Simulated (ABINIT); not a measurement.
**GaN (F-43m): G0W0 in ABINIT against the wavefunction cutoff in GW**

Aim: move the wavefunction cutoff in GW of a G0W0 run on GaN (F-43m) over a wide range.

Main program and level: ABINIT 10.8.3; LDA and many-body steps on it, plane waves.

Report form: the programs' logs are mostly left out.

**1. Starting point**

Symmetry: F-43m, No. 216, cubic system. The conventional cell has a = 4.507 Å, b = 4.507 Å, c = 4.507 Å, α = 90.00°, β = 90.00°, γ = 90.00°. Nearest to Ga lie 4 N at 1.95 Å. Nearest to N lie 4 Ga at 1.95 Å. Farther neighbours and most contacts between anions are not listed.

The cell and positions are those that the Materials Project relaxed with its own functionals (PBE, PBE+U or r2SCAN), kept fixed. This is not the form that GaN usually takes at ambient conditions.

**2. Screening, 4×4×4 mesh, 26 bands, screening to 130.6 eV**

This step: ABINIT 10.8.3; RPA screening on LDA, plane waves, norm-conserving pseudopotentials.

The RPA dielectric matrix is built and inverted for each q.

Contents of run.abi:

```
acell 3*1.0 Angstrom
rprim 
  0.000000000000 2.253500607500 2.253500607500
  2.253500607500 0.000000000000 2.253500607500
  2.253500607500 2.253500607500 0.000000000000
ntypat 2
znucl 31 7
natom 2
typat 1 2
xred 
  0.000000000000 0.000000000000 0.000000000000
  0.750000000000 0.750000000000 0.750000000000
pp_dirpath "pseudos"
pseudos "Ga.upf, N.upf"
ecut 36
ngkpt 4 4 4
nshiftk 1
shiftk 0 0 0
kptopt 1
chksymbreak 0
istwfk *1
occopt 1
irdwfk 1
optdriver 3
nband 26
ecuteps 4.8
inclvkb 2
awtr 1
symchi 1
ecutwfn 10.8
indata_prefix "in"
outdata_prefix "out"
tmpdata_prefix "tmp"
```

Run with:

```
$ OMP_NUM_THREADS=1 mpirun -n 4 abinit run.abi > log
```

Wall time 2.1 s (4 MPI ranks of Arm Neoverse V2, shared host); peak memory 0.07 GiB.

Numbers from this step:

```yaml
eps_infinity_with_local_fields_on_this_mesh_along_the_program_s_q_direction: 9.774
the_same_without_local_fields: 10.38
plasma_frequency: 31.63 eV
plane_waves_in_the_screening_matrix: 65
```

Local fields lower ε∞ by 6 %. On a Γ-centred mesh this coarse the value itself is usually too large, while a short band sum pulls it down.

**3. 10.8 Ha**

This step: G0W0 on LDA, plane waves, norm-conserving pseudopotentials.

Changes to run.abi since step 2:

```diff
@@ -23,8 +23,15 @@
 irdwfk 1
-optdriver 3
+optdriver 4
 nband 26
+gwcalctyp 0
+ecutsigx 10.8
+symsigma 1
+nkptgw 1
+kptgw 
+  0.0000000000 0.0000000000 0.0000000000
+bdgw 
+  7 13
 ecuteps 4.8
-inclvkb 2
-awtr 1
-symchi 1
+irdscr 1
+ppmodel 1
 ecutwfn 10.8
```

The job ended after 1.9 s (4 MPI ranks; peak memory 0.07 GiB).

This step gave:

```yaml
g0w0_gap_on_the_points_computed: 2.167 eV
starting_gap_on_the_mesh: 1.770 eV
k_of_the_valence_top: 0, 0, 0
k_of_the_conduction_bottom: 0, 0, 0
z_at_the_valence_top: 0.801
z_at_the_conduction_bottom: 0.816
least_direct_g0w0_gap_on_the_computed_points: 2.167 eV
```

**4. Screening, 4×4×4 mesh, 26 bands, screening to 130.6 eV**

This step: RPA screening on LDA, plane waves, norm-conserving pseudopotentials.

Changes to run.abi since step 3:

```diff
@@ -23,16 +23,9 @@
 irdwfk 1
-optdriver 4
+optdriver 3
 nband 26
-gwcalctyp 0
-ecutsigx 10.8
-symsigma 1
-nkptgw 1
-kptgw 
-  0.0000000000 0.0000000000 0.0000000000
-bdgw 
-  7 13
 ecuteps 4.8
-irdscr 1
-ppmodel 1
-ecutwfn 10.8
+inclvkb 2
+awtr 1
+symchi 1
+ecutwfn 18
 indata_prefix "in"
```

The job ended after 2.6 s (4 MPI ranks; peak memory 0.07 GiB).

This step gave:

```
ε∞ with local fields, on this mesh, along the program's q direction : 9.240
the same without local fields                                       : 9.819
plasma frequency                                                    : 32.79 eV
plane waves in the screening matrix                                 : 65
```

**5. 18 Ha**

The self-energy is evaluated for the states that the input lists, and the levels follow from it, in one-shot runs by the linearised quasiparticle equation.

This step: G0W0 on LDA, plane waves, norm-conserving pseudopotentials.

Changes to run.abi since step 4:

```diff
@@ -23,8 +23,15 @@
 irdwfk 1
-optdriver 3
+optdriver 4
 nband 26
+gwcalctyp 0
+ecutsigx 18
+symsigma 1
+nkptgw 1
+kptgw 
+  0.0000000000 0.0000000000 0.0000000000
+bdgw 
+  7 13
 ecuteps 4.8
-inclvkb 2
-awtr 1
-symchi 1
+irdscr 1
+ppmodel 1
 ecutwfn 18
```

It took 1.9 s on 4 MPI ranks; peak memory 0.07 GiB; 7.2 s of CPU time.

This step gave:

```yaml
g0w0_gap_on_the_points_computed: 2.174 eV
starting_gap_on_the_mesh: 1.770 eV
k_of_the_valence_top: 0, 0, 0
k_of_the_conduction_bottom: 0, 0, 0
z_at_the_valence_top: 0.793
z_at_the_conduction_bottom: 0.815
least_direct_g0w0_gap_on_the_computed_points: 2.174 eV
```

The gap on the mesh goes from 1.77 eV to 2.17 eV, a correction of +0.40 eV.

**6. Screening, 4×4×4 mesh, 26 bands, screening to 130.6 eV**

This step: RPA screening on LDA, plane waves, norm-conserving pseudopotentials.

Changes to run.abi since step 5:

```diff
@@ -23,16 +23,9 @@
 irdwfk 1
-optdriver 4
+optdriver 3
 nband 26
-gwcalctyp 0
-ecutsigx 18
-symsigma 1
-nkptgw 1
-kptgw 
-  0.0000000000 0.0000000000 0.0000000000
-bdgw 
-  7 13
 ecuteps 4.8
-irdscr 1
-ppmodel 1
-ecutwfn 18
+inclvkb 2
+awtr 1
+symchi 1
+ecutwfn 27
 indata_prefix "in"
```

The job ended after 2.5 s (4 MPI ranks; peak memory 0.08 GiB).

This step gave:

- ε∞ with local fields, on this mesh, along the program's q direction: 8.985
- the same without local fields: 9.547
- plasma frequency: 32.93 eV
- plane waves in the screening matrix: 65

**7. 27 Ha**

This step: G0W0 on LDA, plane waves, norm-conserving pseudopotentials.

Changes to run.abi since step 6:

```diff
@@ -23,8 +23,15 @@
 irdwfk 1
-optdriver 3
+optdriver 4
 nband 26
+gwcalctyp 0
+ecutsigx 27
+symsigma 1
+nkptgw 1
+kptgw 
+  0.0000000000 0.0000000000 0.0000000000
+bdgw 
+  7 13
 ecuteps 4.8
-inclvkb 2
-awtr 1
-symchi 1
+irdscr 1
+ppmodel 1
 ecutwfn 27
```

Elapsed: 2 s, on 4 MPI ranks; peak memory 0.09 GiB.

This step gave:

```
G0W0 gap on the points computed              : 2.231 eV
starting gap on the mesh                     : 1.770 eV
k of the valence top                         : 0, 0, 0
k of the conduction bottom                   : 0, 0, 0
least direct G0W0 gap on the computed points : 2.231 eV
```

Against the run before, the gap moves by +0.057 eV.

**8. Screening, 4×4×4 mesh, 26 bands, screening to 130.6 eV**

This step: RPA screening on LDA, plane waves, norm-conserving pseudopotentials.

Changes to run.abi since step 7:

```diff
@@ -23,16 +23,8 @@
 irdwfk 1
-optdriver 4
+optdriver 3
 nband 26
-gwcalctyp 0
-ecutsigx 27
-symsigma 1
-nkptgw 1
-kptgw 
-  0.0000000000 0.0000000000 0.0000000000
-bdgw 
-  7 13
 ecuteps 4.8
-irdscr 1
-ppmodel 1
-ecutwfn 27
+inclvkb 2
+awtr 1
+symchi 1
 indata_prefix "in"
```

Elapsed: 3.6 s, on 4 MPI ranks; peak memory 0.37 GiB; 14 s of CPU time.

This step gave:

* ε∞ with local fields, on this mesh, along the program's q direction: 8.962
* the same without local fields: 9.523
* plasma frequency: 32.93 eV
* plane waves in the screening matrix: 65

**9. 36 Ha**

This step: G0W0 on LDA, plane waves, norm-conserving pseudopotentials.

Changes to run.abi since step 8:

```diff
@@ -23,8 +23,15 @@
 irdwfk 1
-optdriver 3
+optdriver 4
 nband 26
+gwcalctyp 0
+ecutsigx 36
+symsigma 1
+nkptgw 1
+kptgw 
+  0.0000000000 0.0000000000 0.0000000000
+bdgw 
+  7 13
 ecuteps 4.8
-inclvkb 2
-awtr 1
-symchi 1
+irdscr 1
+ppmodel 1
 indata_prefix "in"
```

It took 2.2 s on 4 MPI ranks; peak memory 0.11 GiB.

This step gave:

```
G0W0 gap on the points computed              : 2.262 eV
starting gap on the mesh                     : 1.770 eV
k of the valence top                         : 0, 0, 0
k of the conduction bottom                   : 0, 0, 0
least direct G0W0 gap on the computed points : 2.262 eV
```

Against the run before, the gap moves by +0.031 eV.

**10. Side by side**

Times are wall times on 4 MPI ranks of Arm Neoverse V2, shared host, good to a factor of about two. A run's time includes the screening step that it read.

| run | mesh | bands | screening cutoff (eV) | DFT gap (eV) | gap on the mesh (eV) | direct (eV) | ε∞ used | time |
| --- | --- | --- | --- | --- | --- | --- | --- | --- |
| 10.8 Ha | 4×4×4 | 26 | 130.6 | 1.770 | 2.167 | 2.167 | 9.77 | 4 s |
| 18 Ha | 4×4×4 | 26 | 130.6 | 1.770 | 2.174 | 2.174 | 9.24 | 4.5 s |
| 27 Ha | 4×4×4 | 26 | 130.6 | 1.770 | 2.231 | 2.231 | 8.98 | 4.4 s |
| 36 Ha | 4×4×4 | 26 | 130.6 | 1.770 | 2.262 | 2.262 | 8.96 | 5.8 s |

**11. Results**

- 10.8 Ha: 2.167 eV
- 18 Ha: 2.174 eV
- 27 Ha: 2.231 eV
- 36 Ha: 2.262 eV
- known limits: not at the basis limit; exchange with frozen shells missing; no spin-orbit coupling; coarse k mesh

**Reading.** The setting moved: wavefunction cutoff in GW. From 10.8 Ha to 36 Ha the gap moves by +0.09 eV. The last step still moves it by +0.031 eV. Bands and screening cutoff are coupled, so a series along one setting does not show full convergence. The exchange cutoff follows the wavefunction cutoff here. Bands and cutoff are finite, so the gap is not at the basis limit. The miss can reach some tenths of an eV and take either sign; the mesh is an error of its own. In the G0W0 runs levels were corrected at 1 k point alone, so a gap called «on the mesh» is the least over those, and an edge elsewhere would be missed. The 4×4×4 mesh is coarse for this cell, which bears on the long-range parts of exchange and screening. The norm-conserving file of at least one element keeps a d shell over frozen s and p shells of the same row. Exchange with those shells is missing from the self-energy, an error of 0.3 to 0.9 eV in cases checked, whose sign depends on which edge lies on those atoms. The many-body steps are scalar-relativistic: spin-orbit coupling is not in them.

[Paths, hosts, dates, memory and timing lines, banners, echoed tables and standing remarks are left out of the program output.]

[Logs are printed without paths, hosts, clocks, repeated set-up lines and the standing remarks that a program may print on its own settings, such as how far it seeks lower states.]

[Runs of the session that timed out or met a known fault of the program may be left out.]

[Hosts, paths, dates, database ids (printed as entryN), source tags and the programs' standing remarks are cut or masked in the printed files.]

[G0W0 gaps are taken among the corrected bands and points alone; a level outside them can change the order at an edge.]

[Where Ansatz stands beside ABINIT at settings called matched, ABINIT's density can come from a denser mesh and the files from another edition; pairs whose starting gaps differed by over 0.03 eV were left out, so agreement reads better than it is.]
